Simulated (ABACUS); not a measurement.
# SnTe (Fm-3m) in ABACUS: further runs, part 2 of 2

ABACUS 3.10.1.

### Step 3. Relaxation of cell and atoms, LDA

Contents of INPUT:

```
INPUT_PARAMETERS
suffix              SnTe
calculation         cell-relax
basis_type          pw
pseudo_dir          ./
symmetry            1
dft_functional      pz
ecutwfc             83
pseudo_rcut         10
nspin               1
nbands              19
ks_solver           dav
smearing_method     fd
smearing_sigma      0.00367493
scf_thr             1e-08
scf_nmax            100
mixing_type         broyden
mixing_beta         0.7
cal_force           1
cal_stress          1
relax_nmax          60
force_thr_ev        0.02
relax_method        cg
out_stru            1
stress_thr          1
kpar                4
```

Contents of STRU:

```
ATOMIC_SPECIES
Te 127.6000 Te.upf
Sn 118.7100 Sn.upf

LATTICE_CONSTANT
1.8897261246

LATTICE_VECTORS
0.0000000000 3.1508500000 3.1508500000
3.1508500000 0.0000000000 3.1508500000
3.1508500000 3.1508500000 0.0000000000

ATOMIC_POSITIONS
Cartesian

Te
0.0
1
3.1508500000 3.1508500000 3.1508500000 1 1 1

Sn
0.0
1
0.0000000000 0.0000000000 0.0000000000 1 1 1
```

Contents of KPT:

```
K_POINTS
0
Gamma
6 6 6 0 0 0
```

Potentials or basis: PseudoDojo NC SR 0.4.1 LDA standard, plane waves.

Launch:

```bash
$ OMP_NUM_THREADS=1 mpirun -np 4 abacus > log
```

running log:

```text
ABACUS v3.10.1

               Atomic-orbital Based Ab-initio Computation at UStc

 ------------------------------------------------------------------------------------

 READING GENERAL INFORMATION
                           global_out_dir = OUT.SnTe/
                           global_in_card = INPUT
                               pseudo_dir = ./
                              orbital_dir =
                                    DSIZE = 4
                                    GSIZE = 1

 READING UNITCELL INFORMATION
                                    ntype = 2
                  lattice constant (Bohr) = 1.88973
              lattice constant (Angstrom) = 1

 READING ATOM TYPE 1
                               atom label = Te
                      L=0, number of zeta = 1
                      L=1, number of zeta = 1
                      L=2, number of zeta = 1
             number of atom for this type = 1

 READING ATOM TYPE 2
                               atom label = Sn
                      L=0, number of zeta = 1
                      L=1, number of zeta = 1
                      L=2, number of zeta = 1
             number of atom for this type = 1

                        TOTAL ATOM NUMBER = 2
CARTESIAN COORDINATES ( UNIT =       1.889726124600 Bohr ).
[... 448 lines left out ...]
tauc_Te1            3.1181390871        3.1181390871        3.1181390871  0.0000        0.0000000000        0.0000000000        0.0000000000
tauc_Sn1            0.0000000000        0.0000000000        0.0000000000  0.0000        0.0000000000        0.0000000000        0.0000000000

                          Volume (Bohr^3) = 409.178727
                             Volume (A^3) = 60.633959
[... 10 lines left out ...]
 -------------------------------------------
 STEP OF RELAXATION : 3
 -------------------------------------------

[... set-up of the moved cell ...]

 PW ALGORITHM --------------- ION=   3  ELEC=   1--------------------------------
 Notice: Threshold on eigenvalues was too large.
 hsover_error=0.300000 > DRHO=0.000250
 Origin diag ethr = 0.010000
 New diag ethr = 0.000001

 Density error is 0.000263852503
                          Error Threshold = 0.000000834835
----------------------------------------------------------
     Energy           Rydberg                 eV
----------------------------------------------------------
 E_KohnSham     -366.4300985180      -4985.5372585455
 E_Harris       -366.4281878928      -4985.5112631566
 E_Fermi        0.7455099120         10.1431827192
----------------------------------------------------------

[... 3 further cycles ...]
 PW ALGORITHM --------------- ION=   3  ELEC=   5--------------------------------

 Density error is 0.000000001324
                          Error Threshold = 0.000000000068
----------------------------------------------------------
     Energy           Rydberg                 eV
----------------------------------------------------------
 E_KohnSham     -366.4301631198      -4985.5381374992
 E_KS(sigma->0) -366.4301090825      -4985.5374022840
 E_Harris       -366.4302489419      -4985.5393051690
 E_band         -25.0277667888       -340.5202365432
 E_one_elec     -144.6319057571      -1967.8180308952
 E_Hartree      87.3821697049        1188.8954115901
 E_xc           -91.9050632002       -1250.4325345727
 E_Ewald        -217.2752557929      -2956.1815131910
 E_entropy(-TS) -0.0001080746        -0.0014704303
 E_descf        0.0000000000         0.0000000000
[... 112 lines left out ...]
 Largest gradient in stress is 0.191156 kbar.
 Threshold is 1.000000 kbar.

 Relaxation is converged!

 --------------------------------------------
 !FINAL_ETOT_IS -4985.5381374991702614 eV
 --------------------------------------------
```

stdout:

```text
ABACUS v3.10.1

               Atomic-orbital Based Ab-initio Computation at UStc

 dft_functional readin is: pz
 dft_functional in pseudopot file is: SLAPWNOGXNOGC
 Please make sure this is what you need
[... 79 lines left out ...]
----------------------------------------------------------------
 TOTAL-STRESS (KBAR)
----------------------------------------------------------------
        -0.1911560702        -0.0000000000        -0.0000000000
        -0.0000000000        -0.1911560702         0.0000000000
        -0.0000000000         0.0000000000        -0.1911560702
----------------------------------------------------------------
 TOTAL-PRESSURE: -0.191156 KBAR

 ETOT DIFF (eV)       : -0.001714
 LARGEST GRAD (eV/A)  : 0.000000
```

It took 14 s on 4 MPI ranks of Intel Xeon Platinum 8559C (Emerald Rapids), shared host; peak memory 0.48 GiB.

What came out:

| Property | Result |
| --- | --- |
| Free energy | -4985.5381 eV |
| Relaxed volume | 30.32 Å³/atom |
| Relaxed cell | a = 4.410 Å, b = 4.410 Å, c = 4.410 Å, α = 60.00°, β = 60.00°, γ = 60.00° |
| Space group after relaxing (to 0.05 Å) | Fm-3m (No. 225) |
| Energy gained by relaxing | 4.6 meV/atom |
| Ionic steps | 3 |
| Pressure after relaxing | 0.0 GPa |
| Band gap on the k mesh | 0.20 eV, direct |

The path:
```
step  energy change (eV)  largest force (eV/Å)  pressure (GPa)  volume (Å³)
   1              0.0000                0.0000           -1.51        62.56
   2             -0.0076                0.0000            0.69        59.83
   3             -0.0093                0.0000           -0.02        60.63
```

Final structure:
```
Te Sn
1.0
     0.00000    3.11814    3.11814
     3.11814    0.00000    3.11814
     3.11814    3.11814    0.00000
Te Sn
1 1
Direct
  0.50000 0.50000 0.50000
  0.00000 0.00000 0.00000
```

Caveat: spin-orbit coupling is left out, which moves the levels of the heavy elements. A k mesh can miss the band edges.

### Step 4. Single point, PBE, spin-orbit coupling, no magnetisation

Contents of INPUT:

```
INPUT_PARAMETERS
suffix              SnTe
calculation         scf
basis_type          lcao
pseudo_dir          ./
orbital_dir         ./
symmetry            0
dft_functional      pbe
ecutwfc             100
pseudo_rcut         10
nspin               4
nbands              50
ks_solver           genelpa
smearing_method     fd
smearing_sigma      0.00367493
scf_thr             1e-07
scf_nmax            100
mixing_type         broyden
mixing_beta         0.4
cal_force           1
cal_stress          1
noncolin            0
lspinorb            1
out_mul             1
out_chg             1
```

STRU: that of step 3 with these lines changed.

```diff
@@ -3,2 +3,6 @@
 Sn 118.7100 Sn.upf
+
+NUMERICAL_ORBITAL
+Te_confined-atom_8au_2s2p2d.orb
+Sn_confined-atom_8au_2s2p2d.orb
 
@@ -13,3 +17,3 @@
 ATOMIC_POSITIONS
-Cartesian
+Direct
 
@@ -18,3 +22,3 @@
 1
-3.1508500000 3.1508500000 3.1508500000 1 1 1
+0.5000000000 0.5000000000 0.5000000000 1 1 1
```

Contents of KPT:

```
K_POINTS
0
Gamma
4 4 4 0 0 0
```

Potentials or basis: PseudoDojo NC FR 0.4 PBE standard, DZP LCAO (the cutoffs set its grid).

Launch:

```bash
$ OMP_NUM_THREADS=1 mpirun -np 4 abacus > log
```

Wall time 19 s (4 MPI ranks of Intel Xeon Platinum 8488C (Sapphire Rapids), shared host); peak memory 0.68 GiB.

The run converged. Its results:

```
Free energy            : -4995.7658 eV
Pressure               : 2.4 GPa
Band gap on the k mesh : 0.24 eV, direct
Mulliken charges       : Te -0.22; Sn +0.22 e
```

Levels at points of the mesh, in eV from the valence-band top:
| k point | band 26 | band 27 | band 28 | band 29 | band 30 | band 31 | band 32 | band 33 | band 34 | band 35 |
| --- | --- | --- | --- | --- | --- | --- | --- | --- | --- | --- |
| (0.00, 0.00, 0.00) | -2.65 | -1.80 | -1.80 | -1.80 | -1.80 | 3.00 | 3.00 | 3.91 | 3.91 | 3.91 |
| (0.50, 0.00, 0.00) | -2.12 | -1.53 | -1.53 | 0.00 | 0.00 | 0.24 | 0.24 | 0.40 | 0.40 | 0.56 |
| (0.00, 0.50, 0.00) | -2.12 | -1.53 | -1.53 | 0.00 | 0.00 | 0.24 | 0.24 | 0.40 | 0.40 | 0.56 |
| (0.50, 0.50, 0.00) | -5.59 | -3.94 | -3.94 | -3.48 | -3.48 | 2.49 | 2.49 | 4.76 | 4.76 | 5.59 |
| (0.00, 0.00, 0.50) | -2.12 | -1.53 | -1.53 | 0.00 | 0.00 | 0.24 | 0.24 | 0.40 | 0.40 | 0.56 |
| (0.50, 0.00, 0.50) | -5.59 | -3.94 | -3.94 | -3.48 | -3.48 | 2.49 | 2.49 | 4.76 | 4.76 | 5.59 |
| (0.00, 0.50, 0.50) | -5.59 | -3.94 | -3.94 | -3.48 | -3.48 | 2.49 | 2.49 | 4.76 | 4.76 | 5.59 |
| (0.50, 0.50, 0.50) | -2.12 | -1.53 | -1.53 | 0.00 | 0.00 | 0.24 | 0.24 | 0.40 | 0.40 | 0.56 |

Caveat: the k mesh is coarse (spacing up to 0.43 Å⁻¹), so the values aren't converged; the atomic orbitals were generated for these runs and aren't a published set; Mulliken charges move with the basis; the basis of atomic orbitals isn't converged, which shifts pressures, moduli and gaps. A k mesh can miss the band edges.

### Step 5. Overview

```tsv
task	level	potentials or basis	spin	cell	k mesh	cutoff (eV)	SCF threshold on the density	eigensolver	mixing share	symmetry key	max steps of the relaxation	mesh quality	gap on the mesh (eV)	pressure (GPa)
single point	LDA	PseudoDojo NC SR 0.4.1 LDA standard, plane waves	off	as given	6 × 6 × 6	1129	1e-08	dav	0.7	1	-	not flagged	0.11	-1.5
relaxation of cell and atoms	LDA	PseudoDojo NC SR 0.4.1 LDA standard, plane waves	off	relaxed	6 × 6 × 6	1129	1e-08	dav	0.7	1	60	not flagged	0.20	0.0
single point	PBE	PseudoDojo NC FR 0.4 PBE standard, DZP LCAO (the cutoffs set its grid)	SOC, no magnetisation	as given	4 × 4 × 4	1361	1e-07	genelpa	0.4	0	-	coarse	0.24	2.4
```

Alike in all rows: smearing fermi-dirac 0.05 eV.

Caveats: some runs use coarse meshes; spin-orbit coupling is left out, which moves the levels of the heavy elements (some runs); the atomic orbitals were generated for these runs and aren't a published set (some runs); the basis of atomic orbitals isn't converged, which shifts pressures, moduli and gaps (some runs).

Total energies depend on the potentials used, so only differences within one code and one set of settings carry meaning.

### Step 6. Against experiment

Step 2. A measured gap of SnTe is 0.18 eV (direct; 300 K; a printed reference work, textbook); the calculated 0.11 eV misses it by -0.07 eV. Spin-orbit coupling on Sn, Te is left out. The value is that of LDA on a finite k mesh, which can miss the band edges, without temperature or zero-point motion. Semilocal functionals fall short of measured gaps as a rule.
